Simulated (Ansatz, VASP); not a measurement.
# La: VASP beside Ansatz

The input INCAR:

```
ALGO = Normal
EDIFF = 1E-8
ENCUT = 520
GGA = PE
ISIF = 2
ISMEAR = -1
LASPH = True
LCHARG = False
LEFG = True
LREAL = False
LWAVE = False
NBANDS = 18
NELM = 100
PREC = Accurate
SIGMA = 0.03
```

File KPOINTS:

```
k-points
0
Gamma
  10 10 10
```

POSCAR

```
La
1.0
    0.0000000000      3.3607769720      3.3607769720
    3.3607769720      0.0000000000      3.3607769720
    3.3607769720      3.3607769720      0.0000000000
La
2
Direct
    0.0000000000      0.0000000000      0.0000000000
    0.2500000000      0.2500000000      0.2500000000
```

Input for Ansatz:

```yaml
crystal:
  lattice:
    - [0.0, 3.360776972, 3.360776972]
    - [3.360776972, 0.0, 3.360776972]
    - [3.360776972, 3.360776972, 0.0]
  atoms:
    - { symbol: La, position: [0.0, 0.0, 0.0] }
    - { symbol: La, position: [0.25, 0.25, 0.25] }
kpoints:
  mp_grid: { grid: [10, 10, 10] }
scf:
  occupations: { method: fermi_dirac, width: 0.03 }
hamiltonian:
  xc: pbe
  pseudopotentials: { kind: paw }
output:
  forces: true
  stress: true
  eigenvalues: true
  efg: { contact_densities: true }
```

Change from the starting cell: volume scaled by 1.02, PAW files.

Alike in both runs: task electric field gradients; functional PBE; k mesh 10 × 10 × 10; occupations fermi-dirac, width 0.03 eV; no spin polarisation.

|  | VASP | Ansatz |
| --- | --- | --- |
| version | VASP 6.6.1 | Ansatz 0.2.0 |
| potentials or method | VASP PAW PBE potentials, release 64 (La) | PAW with Ansatz's default frozen-core files, scalar-relativistic |
| plane-wave cutoff (eV) | 520 | 420 |
| valence electrons in the cell | 22 | 22 |

|  | VASP | Ansatz | Ansatz less VASP |
| --- | --- | --- | --- |
| pressure (GPa) | -0.9 | -0.8 | +0.05 |
| Vzz of the field gradient on the site that differs most (V/Å²) | 0.0 | 0.0 | 0.00 |

The functional is the same, so the differences come from potentials, cutoffs and numerics. Ansatz warned: «gradients_without_spin_orbit».

Spin-orbit coupling is left out, which matters for the levels of La.
